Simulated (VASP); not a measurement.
# InPd (Pm-3m) in VASP: notebook

Aim: see how the results for InPd move with the level of theory and the settings. Levels: r2SCAN, SCAN. Tasks: band structure.

Program: VASP 6.6.1. These are calculated values, not measurements. Logs are shortened: lines on timing, memory, paths and dates and some standing lists are left out, and cuts for length are marked.

## (1) The structure

The structure is cubic, space group Pm-3m (No. 221). Conventional cell: a = 3.272 Å, b = 3.272 Å, c = 3.272 Å, α = 90.00°, β = 90.00°, γ = 90.00°. Around In (site symmetry m-3m) lie 8 Pd at 2.83 Å. Pd (site symmetry m-3m) has 8 In at 2.83 Å as nearest neighbours.

The cell comes from a database or a generator and needn't be the stable form of this composition.

## (2) Band structure, r2SCAN, spin-orbit coupling, no magnetisation

Contents of INCAR:

```
PREC = Accurate
ENCUT = 520
EDIFF = 1E-6
ISMEAR = -1
SIGMA = 0.05
LREAL = F
LASPH = T
NELM = 100
ALGO = Normal
ISIF = 2
LWAVE = F
LCHARG = F
MAGMOM = 0 0 0 0 0 0
LORBIT = 11
LSORBIT = T
GGA_COMPAT = F
LMAXMIX = 4
METAGGA = R2SCAN
LMIXTAU = T
NBANDS = 35
```

Contents of KPOINTS:

```
Automatic mesh
0
Gamma
  6 6 6
```

Contents of POSCAR:

```
InPd
1.0
    3.2718847800      0.0000000000      0.0000000000
    0.0000000000      3.2718847800      0.0000000000
    0.0000000000      0.0000000000      3.2718847800
In Pd
1 1
Direct
    0.0000000000      0.0000000000      0.0000000000
    0.5000000000      0.5000000000      0.5000000000
```

Contents of KPOINTS_OPT:

```
path GXMGRX,MR
15
line-mode
reciprocal
 0.0000000000  0.0000000000  0.0000000000  G
 0.0000000000  0.5000000000  0.0000000000  X

 0.0000000000  0.5000000000  0.0000000000  X
 0.5000000000  0.5000000000  0.0000000000  M

 0.5000000000  0.5000000000  0.0000000000  M
 0.0000000000  0.0000000000  0.0000000000  G

 0.0000000000  0.0000000000  0.0000000000  G
 0.5000000000  0.5000000000  0.5000000000  R

 0.5000000000  0.5000000000  0.5000000000  R
 0.0000000000  0.5000000000  0.0000000000  X

 0.5000000000  0.5000000000  0.0000000000  M
 0.5000000000  0.5000000000  0.5000000000  R
```

Potentials or basis: VASP PAW PBE potentials, release 64 (In_d, Pd).

The run is started by

```console
> cat potpaw_PBE.64/In_d/POTCAR potpaw_PBE.64/Pd/POTCAR > POTCAR
> mpirun -np 1 vasp_ncl > vasp.out
```

OUTCAR:

```text
PREC = Accurate
   ENCUT = 520
   EDIFF = 1E-6
   ISMEAR = -1
   LREAL = F
   LASPH = T
   NELM = 100
   ISIF = 2
   LORBIT = 11
   LSORBIT = T
   METAGGA = R2SCAN

 ion  position               nearest neighbor table
   1  0.000  0.000  0.000-   2 2.83   2 2.83   2 2.83   2 2.83   2 2.83   2 2.83   2 2.83   2 2.83

   2  0.500  0.500  0.500-   1 2.83   1 2.83   1 2.83   1 2.83   1 2.83   1 2.83   1 2.83   1 2.83

  LATTYP: Found a simple cubic cell.
 ALAT       =     3.2718847800

  Lattice vectors:

 A1 = (   3.2718847800,   0.0000000000,   0.0000000000)
 A2 = (   0.0000000000,   3.2718847800,   0.0000000000)
 A3 = (   0.0000000000,   0.0000000000,   3.2718847800)

Analysis of symmetry for initial positions (statically):
=====================================================================
 Subroutine PRICEL returns:
 Original cell was already a primitive cell.

 Routine SETGRP: Setting up the symmetry group for a
 simple cubic supercell.

 Subroutine GETGRP returns: Found 48 space group operations
 (whereof 48 operations were pure point group operations)
 out of a pool of 48 trial point group operations.

The static configuration has the point symmetry O_h .

Analysis of symmetry for dynamics (positions and initial velocities):
=====================================================================
 Subroutine PRICEL returns:
 Original cell was already a primitive cell.

 Routine SETGRP: Setting up the symmetry group for a
 simple cubic supercell.

 Subroutine GETGRP returns: Found 48 space group operations
 (whereof 48 operations were pure point group operations)
 out of a pool of 48 trial point group operations.

The dynamic configuration has the point symmetry O_h .

Analysis of structural, dynamic, and magnetic symmetry:
=====================================================================
 Subroutine PRICEL returns:
 Original cell was already a primitive cell.

 Routine SETGRP: Setting up the symmetry group for a
 simple cubic supercell.

 Subroutine GETGRP returns: Found 48 space group operations
 (whereof 48 operations were pure point group operations)
 out of a pool of 48 trial point group operations.

The overall configuration has the point symmetry O_h .

 Subroutine INISYM returns: Found 48 space group operations
 (whereof 48 operations are pure point group operations),
 and found     1 'primitive' translations

----------------------------------------------------------------------------------------

                                     Primitive cell

  volume of cell :      35.0263

  direct lattice vectors                    reciprocal lattice vectors
     3.271884780  0.000000000  0.000000000     0.305634234  0.000000000  0.000000000
     0.000000000  3.271884780  0.000000000     0.000000000  0.305634234  0.000000000
     0.000000000  0.000000000  3.271884780     0.000000000  0.000000000  0.305634234

  length of vectors
     3.271884780  3.271884780  3.271884780     0.305634234  0.305634234  0.305634234

  position of ions in fractional coordinates (direct lattice)
     0.000000000  0.000000000  0.000000000
     0.500000000  0.500000000  0.500000000

  ion indices of the primitive-cell ions
   primitive index   ion index
                 1           1
                 2           2

----------------------------------------------------------------------------------------

 KPOINTS: Automatic mesh

Automatic generation of k-mesh.
 Grid dimensions read from file:
[... 73 lines left out ...]
   EMIN   =  10.00;   EMAX   =-10.00  energy-range for DOS
   EFERMI =   0.00;   METHOD = LEGACY
   ISMEAR =    -1;   SIGMA  =   0.05  broadening in eV -4-tet -1-fermi 0-gaus
   EFERMI_NEDOS =   21; number of points for ismear=-14 and -15
   IALGO  =     38    algorithm
   IMIX   =      4    mixing-type and parameters
     AMIX     =   0.40;   BMIX     =  1.00
     AMIX_MAG =   1.60;   BMIX_MAG =  1.00
  volume/ion in A,a.u.               =      17.51       118.18
  Fermi-wavevector in a.u.,A,eV,Ry     =   1.422938  2.688964 27.548447  2.024754
  Thomas-Fermi vector in A             =   2.543589
   LORBIT       =     11    0 simple, 1 ext, 2 COOP (PROOUT), +10 PAW based schemes
   METAGGA = R2SCAN    functional components
   LHFCALC =     F    Hartree Fock is set to
   AEXX    =    0.0000 exact exchange contribution
   IVDW    =     0    specifies the selected vdW correction
   LEPSILON=     F    determine dielectric tensor
   LRPA    =     F    only Hartree local field effects (RPA)
  energy-cutoff  :      520.00
  volume of cell :       35.03
 maximum number of plane-waves:      1936
   NGX = 13   NGY = 13   NGZ = 13

 number of electron      22.9999997 magnetization       0.0000000      0.0000000      0.0000000

 number of electron      22.9999997 magnetization      -0.0000000     -0.0000000     -0.0000000

 number of electron      22.9999997 magnetization       0.0000000      0.0000000     -0.0000000

 number of electron      22.9999997 magnetization       0.0000000     -0.0000000     -0.0000000

 Free energy of the ion-electron system (eV)
  ---------------------------------------------------
  ext. energy  EPLUGINS =         0.00000000
  ---------------------------------------------------
  free energy    TOTEN  =       -46.67536815 eV

  energy without entropy =      -46.66956619  energy(sigma->0) =      -46.67246717

 E-fermi :  10.4625     XC(G=0): -13.2479

 val. band max:       10.3166603907   @ k =   0.5000   0.3333   0.3333
 cond. band min:      10.5473121357   @ k =   0.5000   0.3333   0.3333
 fundamental gap:      0.2306517450
 Fermi energy:        10.4625395467

 k-point     1 :       0.0000    0.0000    0.0000
  band No.  band energies     occupation
      1      -5.4372      1.00000
      2      -5.4372      1.00000
      3      -5.4372      1.00000
      4      -5.4372      1.00000
      5      -4.5762      1.00000
      6      -4.5762      1.00000
[... 749 lines left out ...]
     34      15.0551      0.00000
     35      16.5143      0.00000

------------------------ aborting loop because EDIFF is reached ----------------------------------------

  FORCE on cell =-STRESS in cart. coord.  units (eV):
  Direction    XX          YY          ZZ          XY          YZ          ZX
  --------------------------------------------------------------------------------------
  -------------------------------------------------------------------------------------
  Total        0.0102554      0.0102554      0.0102554     -0.0000000      0.0000000     -0.0000000
  in kB        0.4691025      0.4691025      0.4691025     -0.0000000      0.0000000     -0.0000000
  external PRESSURE =       0.4691025 kB  Pullay stress =       0.0000000 kB

 VOLUME and BASIS-vectors are now :
 -----------------------------------------------------------------------------
  energy-cutoff  :      520.00
  volume of cell :       35.03
      direct lattice vectors                 reciprocal lattice vectors
     3.271884780  0.000000000  0.000000000     0.305634234  0.000000000  0.000000000
     0.000000000  3.271884780  0.000000000     0.000000000  0.305634234  0.000000000
     0.000000000  0.000000000  3.271884780     0.000000000  0.000000000  0.305634234

 POSITION                                       TOTAL-FORCE (eV/Angst)
 -----------------------------------------------------------------------------------
      0.00000      0.00000      0.00000         0.000000      0.000000      0.000000
      1.63594      1.63594      1.63594         0.000000      0.000000      0.000000
 -----------------------------------------------------------------------------------
    total drift:                                0.000000     -0.000000     -0.000000

  FREE ENERGIE OF THE ION-ELECTRON SYSTEM (eV)
  ---------------------------------------------------
  free  energy   TOTEN  =       -46.6753681478 eV

  energy  without entropy=      -46.6695661949  energy(sigma->0) =      -46.67246717

 Spin-Orbit-Coupling matrix elements

 Ion:    1  E_soc:     -0.0686647
 l=   1
     0.0000000    -0.0050716    -0.0050716
    -0.0050716     0.0000000    -0.0050716
    -0.0050716    -0.0050716     0.0000000
 l=   2
     0.0000000    -0.0013467     0.0000000    -0.0013467    -0.0050258
    -0.0013467     0.0000000    -0.0037693    -0.0013467    -0.0012564
     0.0000000    -0.0037693     0.0000000    -0.0037693     0.0000000
    -0.0013467    -0.0013467    -0.0037693     0.0000000    -0.0012564
    -0.0050258    -0.0012564     0.0000000    -0.0012564     0.0000000
 l=   3
     0.0000000     0.0000000     0.0000000     0.0000000     0.0000000     0.0000000     0.0000000
     0.0000000     0.0000000     0.0000000     0.0000000     0.0000000     0.0000000     0.0000000
     0.0000000     0.0000000     0.0000000     0.0000000     0.0000000     0.0000000     0.0000000
     0.0000000     0.0000000     0.0000000     0.0000000     0.0000000     0.0000000     0.0000000
     0.0000000     0.0000000     0.0000000     0.0000000     0.0000000     0.0000000     0.0000000
     0.0000000     0.0000000     0.0000000     0.0000000     0.0000000     0.0000000     0.0000000
     0.0000000     0.0000000     0.0000000     0.0000000     0.0000000     0.0000000     0.0000000

 Ion:    2  E_soc:     -0.0597096
 l=   1
     0.0000000    -0.0016986    -0.0016986
    -0.0016986     0.0000000    -0.0016986
    -0.0016986    -0.0016986     0.0000000
 l=   2
     0.0000000    -0.0014376     0.0000000    -0.0014376    -0.0068154
    -0.0014376     0.0000000    -0.0051115    -0.0014376    -0.0017038
     0.0000000    -0.0051115     0.0000000    -0.0051115     0.0000000
    -0.0014376    -0.0014376    -0.0051115     0.0000000    -0.0017038
    -0.0068154    -0.0017038     0.0000000    -0.0017038     0.0000000
 l=   3
     0.0000000     0.0000000     0.0000000     0.0000000     0.0000000     0.0000000     0.0000000
     0.0000000     0.0000000     0.0000000     0.0000000     0.0000000     0.0000000     0.0000000
     0.0000000     0.0000000     0.0000000     0.0000000     0.0000000     0.0000000     0.0000000
     0.0000000     0.0000000     0.0000000     0.0000000     0.0000000     0.0000000     0.0000000
     0.0000000     0.0000000     0.0000000     0.0000000     0.0000000     0.0000000     0.0000000
     0.0000000     0.0000000     0.0000000     0.0000000     0.0000000     0.0000000     0.0000000
     0.0000000     0.0000000     0.0000000     0.0000000     0.0000000     0.0000000     0.0000000

 total charge

# of ion       s       p       d       tot
------------------------------------------
    1        0.807   0.781   9.899  11.487
    2        0.442   0.428   8.647   9.518
--------------------------------------------------
tot          1.249   1.209  18.547  21.004

 magnetization (x)

# of ion       s       p       d       tot
------------------------------------------
    1        0.000  -0.000   0.000  -0.000
    2       -0.000   0.000   0.000  -0.000
--------------------------------------------------
tot         -0.000  -0.000   0.000  -0.000

 magnetization (y)

# of ion       s       p       d       tot
------------------------------------------
    1        0.000  -0.000  -0.000  -0.000
    2        0.000   0.000  -0.000   0.000
--------------------------------------------------
tot          0.000  -0.000  -0.000   0.000

 magnetization (z)

# of ion       s       p       d       tot
------------------------------------------
    1        0.000   0.000   0.000   0.000
    2       -0.000  -0.000  -0.000  -0.000
--------------------------------------------------
tot         -0.000   0.000  -0.000  -0.000
```

Run time: 3.7 min. Hardware: 1 thread of Intel Xeon Platinum 8559C (Emerald Rapids), shared host; peak memory 0.25 GiB.

What came out:

```
Free energy                                           : -46.6754 eV
Pressure                                              : 0.0 GPa
Valence electrons inside the program's atomic spheres : In 11.49; Pd 9.52
```

Caveat: the PAW data sets were made with another functional, which shifts forces and pressure a little.

## (3) Band structure, SCAN

Contents of INCAR:

```
  PREC = Accurate
  ENCUT = 520
  EDIFF = 1E-7
  ISMEAR = -1
  SIGMA = 0.05
  LREAL = F
  LASPH = T
  NELM = 80
  ALGO = Normal
  ISIF = 2
  LWAVE = F
  LCHARG = F
  LMAXMIX = 4
  METAGGA = SCAN
  LMIXTAU = T
  NBANDS = 18
```

Contents of KPOINTS:

```
Automatic mesh
0
Gamma
  8 8 8
```

POSCAR is that of step 2.

KPOINTS_OPT, as its differences from that of step 2:

```diff
@@ -1,3 +1,3 @@
 path GXMGRX,MR
-15
+10
 line-mode
```

Potentials or basis: VASP PAW PBE potentials, release 64 (In_d, Pd).

The run is started by

```console
> cat potpaw_PBE.64/In_d/POTCAR potpaw_PBE.64/Pd/POTCAR > POTCAR
> mpirun -np 1 vasp_std > vasp.out
```

OUTCAR:

```text
PREC = Accurate
   ENCUT = 520
   EDIFF = 1E-7
   ISMEAR = -1
   LREAL = F
   LASPH = T
   NELM = 80
   ISIF = 2
   METAGGA = SCAN

 ion  position               nearest neighbor table
   1  0.000  0.000  0.000-   2 2.83   2 2.83   2 2.83   2 2.83   2 2.83   2 2.83   2 2.83   2 2.83

   2  0.500  0.500  0.500-   1 2.83   1 2.83   1 2.83   1 2.83   1 2.83   1 2.83   1 2.83   1 2.83

  LATTYP: Found a simple cubic cell.
 ALAT       =     3.2718847800

  Lattice vectors:

 A1 = (   3.2718847800,   0.0000000000,   0.0000000000)
 A2 = (   0.0000000000,   3.2718847800,   0.0000000000)
 A3 = (   0.0000000000,   0.0000000000,   3.2718847800)

Analysis of symmetry for initial positions (statically):
=====================================================================
 Subroutine PRICEL returns:
 Original cell was already a primitive cell.

 Routine SETGRP: Setting up the symmetry group for a
 simple cubic supercell.

[... 161 lines left out ...]
  ---------------------------------------------------
  free energy    TOTEN  =       -67.17866778 eV

  energy without entropy =      -67.16874638  energy(sigma->0) =      -67.17370708

 E-fermi :  10.1987     XC(G=0): -13.3639

 val. band max:       10.1651831357   @ k =   0.3750   0.3750   0.1250
 cond. band min:      10.5105653045   @ k =   0.5000   0.5000   0.5000
 fundamental gap:      0.3453821688
 Fermi energy:        10.1986743373

 k-point     1 :       0.0000    0.0000    0.0000
  band No.  band energies     occupation
      1      -5.1409      2.00000
      2      -5.1409      2.00000
      3      -4.7139      2.00000
      4      -4.7139      2.00000
      5      -4.7139      2.00000
      6      -0.2003      2.00000
[... 481 lines left out ...]
      5      -4.5412      2.00000
      6       3.9646      2.00000
[... 10 lines left out ...]
     17      21.9814      0.00000
     18      23.9850      0.00000

 [... further k-points ...]

------------------------ aborting loop because EDIFF is reached ----------------------------------------

  FORCE on cell =-STRESS in cart. coord.  units (eV):
  Direction    XX          YY          ZZ          XY          YZ          ZX
  --------------------------------------------------------------------------------------
  -------------------------------------------------------------------------------------
  Total       -0.4098780     -0.4098780     -0.4098780     -0.0000000     -0.0000000      0.0000000
  in kB      -18.7487011    -18.7487011    -18.7487011     -0.0000000     -0.0000000      0.0000000
  external PRESSURE =     -18.7487011 kB  Pullay stress =       0.0000000 kB

 VOLUME and BASIS-vectors are now :
 -----------------------------------------------------------------------------
  energy-cutoff  :      520.00
  volume of cell :       35.03
      direct lattice vectors                 reciprocal lattice vectors
     3.271884780  0.000000000  0.000000000     0.305634234  0.000000000  0.000000000
     0.000000000  3.271884780  0.000000000     0.000000000  0.305634234  0.000000000
     0.000000000  0.000000000  3.271884780     0.000000000  0.000000000  0.305634234

 POSITION                                       TOTAL-FORCE (eV/Angst)
 -----------------------------------------------------------------------------------
      0.00000      0.00000      0.00000         0.000000      0.000000      0.000000
      1.63594      1.63594      1.63594         0.000000      0.000000      0.000000
 -----------------------------------------------------------------------------------
    total drift:                                0.000000      0.000000     -0.000000

  FREE ENERGIE OF THE ION-ELECTRON SYSTEM (eV)
  ---------------------------------------------------
  free  energy   TOTEN  =       -67.1786677849 eV

  energy  without entropy=      -67.1687463799  energy(sigma->0) =      -67.17370708
```

OSZICAR:

```text
N       E                     dE             d eps       ncg     rms          rms(c)
DAV:   1     0.105201442937E+03    0.10520E+03   -0.11493E+04  1300   0.170E+03
DAV:   2    -0.640589344660E+02   -0.16926E+03   -0.16317E+03  1292   0.374E+02
DAV:   3    -0.730781680498E+02   -0.90192E+01   -0.89182E+01  1438   0.917E+01
[... 31 lines left out ...]
       N       E                     dE             ncg
DAV:   1     0.690824478047E+04   -0.18491E+05      918
DAV:   2     0.284708397295E+04   -0.40612E+04      922
DAV:   3     0.261702724920E+04   -0.23006E+03      964
DAV:   4     0.261103615104E+04   -0.59911E+01     1076
DAV:   5     0.261071164695E+04   -0.32450E+00     1202
DAV:   6     0.261070297820E+04   -0.86687E-02     1178
DAV:   7     0.261070285101E+04   -0.12720E-03     1214
DAV:   8     0.261070284903E+04   -0.19804E-05     1058
DAV:   9     0.261070284901E+04   -0.20303E-07      574
```

Run time: 64 s. Hardware: 1 thread of Intel Xeon Platinum 8559C (Emerald Rapids), shared host; peak memory 0.16 GiB.

What came out:

```
Free energy             : -67.1787 eV
Pressure                : -1.9 GPa
Band gap along the path : none (metal or under the smearing width)
```

Levels at the corners of the path, in eV from the Fermi level:
```
point  band 9  band 10  band 11  band 12  band 13  band 14
    Γ   -2.25    -2.25    -2.25     4.55     4.55     4.55
    X   -3.28    -3.28    -2.32    -1.08    10.18    10.18
    X   -3.28    -3.28    -2.32    -1.08    10.18    10.18
    M   -2.68    -2.37    -2.37    -1.68     1.75     2.66
    M   -2.68    -2.37    -2.37    -1.68     1.75     2.66
    Γ   -2.25    -2.25    -2.25     4.55     4.55     4.55
    Γ   -2.25    -2.25    -2.25     4.55     4.55     4.55
    R   -1.64    -1.64     0.31     4.05     4.05     4.05
    R   -1.64    -1.64     0.31     4.05     4.05     4.05
    X   -3.28    -3.28    -2.32    -1.08    10.18    10.18
    M   -2.68    -2.37    -2.37    -1.68     1.75     2.66
    R   -1.64    -1.64     0.31     4.05     4.05     4.05
```

Caveat: the PAW data sets were made with another functional, which shifts forces and pressure a little; spin-orbit coupling is left out, which moves the levels of the heavy elements.

## (4) For comparison

An earlier run on the cell as given: functional PBE; potentials or basis VASP PAW PBE potentials, release 64 (In_d, Pd); cutoff 520 eV; k mesh 8 × 8 × 8; occupations fermi-dirac, width 0.05 eV; no spin polarisation.

* Pressure: 3.7 GPa
* Band gap on the k mesh: none (metal or under the smearing width)

## (5) Summary

| task | level | spin | k mesh | pressure (GPa) |
| --- | --- | --- | --- | --- |
| band structure | r2SCAN | SOC, no magnetisation | 6 × 6 × 6 | 0.0 |
| band structure | SCAN | off | 8 × 8 × 8 | -1.9 |
| single point | PBE | off | 8 × 8 × 8 | 3.7 |

Alike in all rows: potentials or basis VASP PAW PBE potentials, release 64 (In_d, Pd); cell as given; cutoff (eV) 520; smearing fermi-dirac 0.05 eV.

The pressure there spans -1.9 GPa (SCAN) to 3.7 GPa (PBE); a positive pressure means that this level wants a larger cell, a negative one a smaller.

Caveats: the PAW data sets were made with another functional, which shifts forces and pressure a little (some runs); spin-orbit coupling is left out, which moves the levels of the heavy elements (some runs).

Total energies depend on the potentials used, so only differences within one code and one set of settings carry meaning.
